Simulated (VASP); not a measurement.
# TiO2 (Rutile) (P4_2/mnm) in VASP: settings compared, part 2 of 2

VASP 6.6.1. Earlier steps stand in the parts before.

### Step 3. Band structure, HSE06

POSCAR

```
TiO2                                    
1.0
    4.5927071365     -0.0000000000      0.0000000000
    0.0000000000      4.5927071365      0.0000000000
    0.0000000000      0.0000000000      2.9417409262
  Ti              O             
     2     4
Direct
     0.0000000000000000    1.0000000000000000    1.0000000000000000
     0.5000000000000000    0.5000000000000000    0.5000000000000000
     0.3043249358259531    0.3043249358259531    0.0000000000000000
     0.1956750641740469    0.8043249358259531    0.5000000000000000
     0.6956750641740469    0.6956750641740469    1.0000000000000000
     0.8043249358259531    0.1956750641740469    0.5000000000000000
```

INCAR.step1

```
PREC = Accurate ; ENCUT = 520
EDIFF = 1E-5 ; ISMEAR = 0
SIGMA = 0.03 ; LREAL = False
LASPH = True ; NELM = 80
ALGO = Normal ; ISIF = 2
LWAVE = True ; LCHARG = False
LMAXMIX = 4 ; NBANDS = 33
KPAR = 4 ; GGA = PE
```

INCAR.step2

```
PREC = Accurate ; ENCUT = 520
EDIFF = 1E-6 ; ISMEAR = 0
SIGMA = 0.03 ; LREAL = False
LASPH = True ; NELM = 80
ALGO = Normal ; ISIF = 2
LWAVE = False ; LCHARG = False
LMAXMIX = 4 ; GGA = PE
LHFCALC = True ; HFSCREEN = 0.2
PRECFOCK = Fast ; NBANDS = 33
KPAR = 4 ; ISTART = 1
```

KPOINTS

```
Automatic mesh
0
Gamma
  4 4 6
```

KPOINTS_OPT

```
explicit points
6
Reciprocal
 0.0000000000  0.0000000000  0.0000000000 1
 0.5000000000  0.5000000000  0.5000000000 1
 0.5000000000  0.5000000000  0.0000000000 1
 0.0000000000  0.5000000000  0.5000000000 1
 0.0000000000  0.5000000000  0.0000000000 1
 0.0000000000  0.0000000000  0.5000000000 1
```

Potentials or basis: VASP PAW PBE potentials, release 64 (Ti_sv, O).

Started as:

```
cat potpaw_PBE.64/Ti_sv/POTCAR potpaw_PBE.64/O/POTCAR > POTCAR
cp INCAR.step1 INCAR
mpirun -np 4 vasp_std > vasp.out
cp INCAR.step2 INCAR
mpirun -np 4 vasp_std > vasp.out
```

It took 39 min on 4 MPI ranks of Intel Xeon Platinum 8488C (Sapphire Rapids), shared host; peak memory 0.38 GiB.

It converged, with:

```yaml
Free_energy: -66.4074 eV
Pressure: -0.7 GPa
Largest_force: 0.126 eV/Å
Band_gap_on_the_k_mesh: 3.39 eV, direct
Band_gap_along_the_path: 3.39 eV, direct
```

Forces in eV/Å, atoms in the order of the input:
```
Ti   0.000  0.000  0.000
Ti   0.000  0.000  0.000
O    0.089  0.089  0.000
O   -0.089  0.089  0.000
O   -0.089 -0.089  0.000
O    0.089 -0.089  0.000
```

Stress tensor (GPa, compression positive):
```
-1.01  0.00  0.00
 0.00 -1.01  0.00
 0.00  0.00 -0.01
```

Levels at points of the mesh, in eV from the valence-band top:
```csv
k point,band 21,band 22,band 23,band 24,band 25,band 26,band 27,band 28
"(0.00, 0.00, 0.00)",-0.73,-0.44,-0.44,0.00,3.39,3.69,4.02,4.11
"(0.50, 0.00, 0.00)",-1.74,-1.74,-0.82,-0.82,4.13,4.13,4.70,4.70
"(0.50, 0.50, 0.00)",-1.42,-1.42,-1.14,-1.14,3.40,3.40,4.14,4.14
"(0.00, 0.00, 0.50)",-2.52,-2.52,-1.61,-1.61,4.59,4.59,4.97,4.97
"(0.50, 0.00, 0.50)",-2.23,-2.23,-1.13,-1.13,3.43,3.43,5.01,5.01
"(0.50, 0.50, 0.50)",-1.37,-1.37,-0.75,-0.75,4.19,4.19,4.87,4.87
```

Caveat: the PAW data sets were made with another functional, which shifts forces and pressure a little.

### Step 4. Band structure, PBE0

POSCAR is that of step 3.

INCAR.step1 is that of step 3.

INCAR.step2, as its differences from that of step 3:

```diff
@@ -7,4 +7,5 @@
 LMAXMIX = 4 ; GGA = PE
-LHFCALC = True ; HFSCREEN = 0.2
-PRECFOCK = Fast ; NBANDS = 33
-KPAR = 4 ; ISTART = 1
+LHFCALC = True ; AEXX = 0.25
+PRECFOCK = Fast ; HFRCUT = -1
+NBANDS = 33 ; KPAR = 4
+ISTART = 1
```

KPOINTS is that of step 3.

KPOINTS_OPT is that of step 3.

Started as:

```
cat potpaw_PBE.64/Ti_sv/POTCAR potpaw_PBE.64/O/POTCAR > POTCAR
cp INCAR.step1 INCAR
mpirun -np 4 vasp_std > vasp.out
cp INCAR.step2 INCAR
mpirun -np 4 vasp_std > vasp.out
```

Wall time 38 min (4 MPI ranks of Intel Xeon Platinum 8488C (Sapphire Rapids), shared host); peak memory 0.28 GiB.

It converged, with:

```yaml
Free_energy: -70.5236 eV
Pressure: -0.8 GPa
Largest_force: 0.124 eV/Å
Band_gap_on_the_k_mesh: 4.13 eV, direct
Band_gap_along_the_path: 4.13 eV, direct
```

Forces in eV/Å, atoms in the order of the input:
```
Ti   0.000  0.000  0.000
Ti   0.000  0.000  0.000
O    0.088  0.088  0.000
O   -0.088  0.088  0.000
O   -0.088 -0.088  0.000
O    0.088 -0.088  0.000
```

Stress tensor (GPa, compression positive):
```
-1.10  0.00  0.00
 0.00 -1.10  0.00
 0.00  0.00 -0.08
```

Levels at points of the mesh, in eV from the valence-band top:
| k point | band 21 | band 22 | band 23 | band 24 | band 25 | band 26 | band 27 | band 28 |
| --- | --- | --- | --- | --- | --- | --- | --- | --- |
| (0.00, 0.00, 0.00) | -0.71 | -0.42 | -0.42 | 0.00 | 4.13 | 4.43 | 4.76 | 4.85 |
| (0.50, 0.00, 0.00) | -1.74 | -1.74 | -0.81 | -0.81 | 4.88 | 4.88 | 5.46 | 5.46 |
| (0.50, 0.50, 0.00) | -1.41 | -1.41 | -1.12 | -1.12 | 4.14 | 4.14 | 4.89 | 4.89 |
| (0.00, 0.00, 0.50) | -2.53 | -2.53 | -1.61 | -1.61 | 5.35 | 5.35 | 5.73 | 5.73 |
| (0.50, 0.00, 0.50) | -2.25 | -2.25 | -1.12 | -1.12 | 4.17 | 4.17 | 5.77 | 5.77 |
| (0.50, 0.50, 0.50) | -1.37 | -1.37 | -0.74 | -0.74 | 4.94 | 4.94 | 5.63 | 5.63 |

Caveat: the PAW data sets were made with another functional, which shifts forces and pressure a little.

### Step 5. Band structure, PBE-EpsX

POSCAR is that of step 4.

INCAR.step1

```
PREC = Accurate ; ENCUT = 520
EDIFF = 1E-8 ; ISMEAR = 0
SIGMA = 0.03 ; LREAL = False
LASPH = True ; NELM = 80
ALGO = Normal ; ISIF = 2
LWAVE = False ; LCHARG = False
LMAXMIX = 4 ; KPAR = 4
GGA = PE ; LEPSILON = True
```

KPOINTS.step1

```
Automatic mesh
0
G
  6 6 10
  0 0 0
```

INCAR.step2

```
PREC = Accurate ; ENCUT = 520
EDIFF = 1E-5 ; ISMEAR = 0
SIGMA = 0.03 ; LREAL = False
LASPH = True ; NELM = 80
ALGO = Normal ; ISIF = 2
LWAVE = True ; LCHARG = False
LMAXMIX = 4 ; NBANDS = 33
KPAR = 4 ; GGA = PE
```

KPOINTS.step2

```
Automatic mesh
0
Gamma
  4 4 6
```

INCAR.step3

```
PREC = Accurate ; ENCUT = 520
EDIFF = 1E-6 ; ISMEAR = 0
SIGMA = 0.03 ; LREAL = False
LASPH = True ; NELM = 80
ALGO = Normal ; ISIF = 2
LWAVE = False ; LCHARG = False
LMAXMIX = 4 ; GGA = PE
LHFCALC = True ; AEXX = 0.1273
PRECFOCK = Fast ; HFRCUT = -1
NBANDS = 33 ; KPAR = 4
ISTART = 1
```

KPOINTS.step3

```
Automatic mesh
0
Gamma
  4 4 6
```

KPOINTS_OPT is that of step 4.

Started as:

```
cat potpaw_PBE.64/Ti_sv/POTCAR potpaw_PBE.64/O/POTCAR > POTCAR
cp INCAR.step1 INCAR
cp KPOINTS.step1 KPOINTS
mpirun -np 4 vasp_std > vasp.out
cp INCAR.step2 INCAR
cp KPOINTS.step2 KPOINTS
mpirun -np 4 vasp_std > vasp.out
cp INCAR.step3 INCAR
cp KPOINTS.step3 KPOINTS
mpirun -np 4 vasp_std > vasp.out
```

It took 45 min on 4 MPI ranks of Intel Xeon Platinum 8488C (Sapphire Rapids), shared host; peak memory 0.5 GiB.

The run converged. Its results:

```
Free energy             : -62.1272 eV
Pressure                : 3.1 GPa
Largest force           : 0.036 eV/Å
Band gap on the k mesh  : 2.98 eV, direct
Band gap along the path : 2.98 eV, direct
```

Forces in eV/Å, atoms in the order of the input:
```
Ti   0.000  0.000  0.000
Ti   0.000  0.000  0.000
O    0.025  0.025  0.000
O   -0.025  0.025  0.000
O   -0.025 -0.025  0.000
O    0.025 -0.025  0.000
```

Stress tensor (GPa, compression positive):
```
2.76 0.00 0.00
0.00 2.76 0.00
0.00 0.00 3.82
```

Levels at points of the mesh, in eV from the valence-band top:
```tsv
k point	band 22	band 23	band 24	band 25	band 26	band 27
(0.00, 0.00, 0.00)	-0.43	-0.43	0.00	2.98	3.28	3.57
(0.50, 0.00, 0.00)	-1.69	-0.78	-0.78	3.70	3.70	4.24
(0.50, 0.50, 0.00)	-1.35	-1.10	-1.10	3.01	3.01	3.70
(0.00, 0.00, 0.50)	-2.46	-1.53	-1.53	4.15	4.15	4.47
(0.50, 0.00, 0.50)	-2.16	-1.08	-1.08	3.02	3.02	4.50
(0.50, 0.50, 0.50)	-1.33	-0.71	-0.71	3.76	3.76	4.42
```

Caveat: the PAW data sets were made with another functional, which shifts forces and pressure a little.

### Step 6. Overview

```csv
level,screening parameter,exchange at q = 0,share of exact exchange,gap on the mesh (eV),pressure (GPa),largest force (eV/Å)
PBE,-,-,-,1.87,7.4,0.07
HSE06,0.2 1/A,-,-,3.39,-0.7,0.13
PBE0,-,truncated,-,4.13,-0.8,0.12
PBE-EpsX,-,truncated,0.1273,2.98,3.1,0.04
```

Alike in all rows: task band structure; potentials or basis VASP PAW PBE potentials, release 64 (Ti_sv, O); no spin polarisation; cell as given; k mesh 4 × 4 × 6; cutoff (eV) 520; smearing gaussian 0.03 eV.

On the cell as given the gap runs from 1.87 eV (PBE) to 4.13 eV (PBE0). The pressure there spans -0.8 GPa (PBE0) to 7.4 GPa (PBE); a positive pressure means that this level wants a larger cell, a negative one a smaller.

Caveats: the PAW data sets were made with another functional, which shifts forces and pressure a little (some runs).

Absolute energies hang on the potentials; compare differences alone.

### Step 7. How close it comes

Step 2. A measured gap of TiO2 is 3.03 eV (direct; 1.6 K; quoted in “Shallow Valence Band of Rutile GeO2 and P-type Doping”, 2020, arxiv:2011.08928); the calculated 1.87 eV misses it by -1.16 eV. 2 values of this kind are on record in papers (3.03 to 3.05 eV); this one was drawn at random among those near their median. The value is that of PBE, without temperature or zero-point motion. Semilocal functionals fall short of measured gaps as a rule.

Step 3. A measured gap of TiO2 is 3.03 eV (direct; 1.6 K; quoted in “Shallow Valence Band of Rutile GeO2 and P-type Doping”, 2020, arxiv:2011.08928); the calculated 3.39 eV misses it by +0.36 eV. 2 values of this kind are on record in papers (3.03 to 3.05 eV); this one was drawn at random among those near their median. The value is that of HSE06, without temperature or zero-point motion.

Step 4. Measured gap of TiO2: 3.03 eV (direct; 1.6 K; quoted in “Shallow Valence Band of Rutile GeO2 and P-type Doping”, 2020, arxiv:2011.08928). This calculation gives 4.13 eV (+1.10 eV). 2 values of this kind are on record in papers (3.03 to 3.05 eV); this one was drawn at random among those near their median. The value is that of PBE0, without temperature or zero-point motion.

Step 5. Against the measured gap of TiO2, 3.03 eV (direct; 1.6 K; quoted in “Shallow Valence Band of Rutile GeO2 and P-type Doping”, 2020, arxiv:2011.08928), the calculated 2.98 eV is off by -0.05 eV. 2 values of this kind are on record in papers (3.03 to 3.05 eV); this one was drawn at random among those near their median. The value is that of PBE-EpsX, without temperature or zero-point motion.
